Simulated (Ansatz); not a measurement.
Two G0W0 runs on HfS2 (1T monolayer).

The cell holds 3 atoms: 1 Hf and 2 S. Its edges and angles: a = 3.622 Å, b = 3.622 Å, c = 29.000 Å, α = 90.0°, β = 90.0°, γ = 120.0°. Vacuum lies along c.

```xyz
3
Lattice="3.6222 0.0000 0.0000 -1.8111 3.1369 0.0000 0.0000 0.0000 29.0000" Properties=species:S:1:pos:R:3
Hf    0.0000    0.0000   14.5000
S     0.0000    2.0913   15.9530
S     1.8111    1.0456   13.0470
```

The structure was relaxed with PBE-D3(BJ). The runs that relaxed it are not among those shown. Spin-orbit coupling is left out unless a run names it.

The first (Ansatz 0.2.0; start PBE, 6×6×1 mesh, 438 empty bands, screening to 70 eV, PAW set soft_1 files; 1 × NVIDIA H100 80GB HBM3 (shared by 6 runs) with 3 threads of AMD EPYC 7R13 (Zen 3), shared host) gave, on its mesh: starting gap 1.22 eV, G0W0 gap 2.37 eV, mean of 1 + 4πα/V (set by the cell height) 2.48, 20 s.

Question: The second changes empty bands from 438 to 175 and screening cutoff (eV) from 70.0 to 38. What does it give?

It gave: starting gap 1.22 eV, G0W0 gap 2.30 eV, mean of 1 + 4πα/V (set by the cell height) 2.49, 12 s. The G0W0 gap moves by −0.07 eV, +0.00 eV from the start and −0.07 eV from the correction. Σc changes by +0.29 eV at the valence top and +0.22 eV at the conduction bottom, and Σx − Vxc between them by +0.0001 eV.

Limits: not at the basis limit; coarse mesh for a sheet; no spin-orbit coupling.

[Paths, hosts, dates, memory and timing lines, banners, echoed tables and standing remarks are left out of the program output.]

[Logs are printed without paths, hosts, clocks, repeated set-up lines and the standing remarks that a program may print on its own settings, such as how far it seeks lower states.]

[Runs of the session that timed out or met a known fault of the program may be left out.]

[Cells called generated may have been cut or substituted from an entry of the Crystallography Open Database or the Materials Project.]

[Hosts, paths, dates, database ids (printed as entryN), source tags and the programs' standing remarks are cut or masked in the printed files.]
